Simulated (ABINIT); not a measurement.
Runs of ABINIT 10.8.3 (patched build) on MnS. It takes space group F-43m (No. 216, cubic). Conventional cell: a = 4.947 Å, b = 4.947 Å, c = 4.947 Å, α = 90.00°, β = 90.00°, γ = 90.00°. Mn (site symmetry -43m) has 4 S at 2.14 Å as nearest neighbours. Around S (site symmetry -43m) lie 4 Mn at 2.14 Å. The cell is a database's computed one.

```tsv
task	level	potentials or basis	k mesh	cutoff (eV)	stop of the response cycle (tolvrs)	acoustic sum rule (asr)	bands in the sums	broadening (eV)	scissor shift (eV)	gap on the mesh (eV)	pressure (GPa)	moment (μB)
phonons	LDA	PseudoDojo NC SR LDA v0.4.1 standard	4 × 4 × 4, with 4 shifts	1252	1e-08	2	-	-	-	-	-7.1	0.33
single point	LDA	PseudoDojo NC SR LDA v0.4.1 standard	7 × 7 × 7	1252	-	-	-	-	-	none	-7.1	0.24
optical spectrum	PBEsol	PseudoDojo NC SR PBEsol v0.4.1 standard	6 × 6 × 6, with 4 shifts	1143	-	-	18	0.05	0	-	(a)	0.30
single point	PBEsol	PseudoDojo NC SR PBEsol v0.4.1 standard	7 × 7 × 7	1143	-	-	-	-	-	none	-4.2	0.30
```

Alike in all rows: spin collinear, ferromagnetic start; cell as given; smearing fermi-dirac 0.05 eV.

Q: Estimate the missing entries.

A: (a) -4.3.

Caveats: the moment fell far below its start of 4 μB, so a state of higher moment may lie lower in energy; semilocal functionals often make such compounds metallic where correlation or magnetic order opens a gap, which also shifts bond lengths (some runs); the mesh is coarse for a metal's response (some runs); the cell is more than 3 GPa from zero pressure, which shifts response properties (some runs); the intraband (Drude) term is left out (some runs); spectra need much finer meshes, so this one isn't converged (some runs); independent-particle spectra lack excitons (some runs).

A gap of «none» marks a metal or a gap under the smearing width.

Runs at the PBE level aren't shown here.
